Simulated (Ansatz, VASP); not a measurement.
# Hf: VASP beside Ansatz

File INCAR:

```
ALGO = Normal ; EDIFF = 1E-6
ENCUT = 520 ; GGA = CA
ISIF = 2 ; ISMEAR = -1
LASPH = True ; LCHARG = False
LREAL = False ; LWAVE = False
NBANDS = 17 ; NELM = 60
PREC = Accurate ; SIGMA = 0.1
```

Contents of KPOINTS:

```
k-points
0
Gamma
  10 10 10
```

Contents of POSCAR:

```
Hf
1.0
    0.0000000000      3.1537994039      3.1537994039
    3.1537994039      0.0000000000      3.1537994039
    3.1537994039      3.1537994039      0.0000000000
Hf
2
Direct
    0.1250000000      0.1250000000      0.1250000000
    0.8750000000      0.8750000000      0.8750000000
```

Input for Ansatz:

```yaml
crystal:
  lattice:
    - [0.0, 3.1537994039, 3.1537994039]
    - [3.1537994039, 0.0, 3.1537994039]
    - [3.1537994039, 3.1537994039, 0.0]
  atoms:
    - { symbol: Hf, position: [0.125, 0.125, 0.125] }
    - { symbol: Hf, position: [0.875, 0.875, 0.875] }
hamiltonian:
  xc: lda
  pseudopotentials:
    kind: paw
    azcp:
      Hf: "pseudopotentials/Hf.paw.azcp"
basis:
  ecutwfc: 420
  fft_grid_basis: typed
kpoints:
  mp_grid: { grid: [10, 10, 10], shift: [0, 0, 0] }
magnetization:
  spin_polarized: false
scf:
  occupations: { method: fermi_dirac, width: 0.1 }
  lower_state_search: "off"
output:
  stress: true
```

Alike in both runs: task single point; functional LDA; k mesh 10 × 10 × 10; occupations fermi-dirac, width 0.1 eV; no spin polarisation.

|  | VASP | Ansatz |
| --- | --- | --- |
| version | VASP 6.6.1 | Ansatz 0.2.0 |
| potentials or method | VASP PAW LDA potentials, release 64 (Hf_pv) | plane waves (420 eV) with PAW, scalar-relativistic |
| plane-wave cutoff (eV) | 520 | 420 |
| valence electrons in the cell | 20 | 52 |

```tsv
	VASP	Ansatz	Ansatz less VASP
pressure (GPa)	-1.4	-1.1	+0.27
```

The two sets of potentials don't hold the same shells in valence. Ansatz warned: «pseudo_functional_mismatch».

The runs have no spin-orbit coupling, so splittings on Hf are missing.
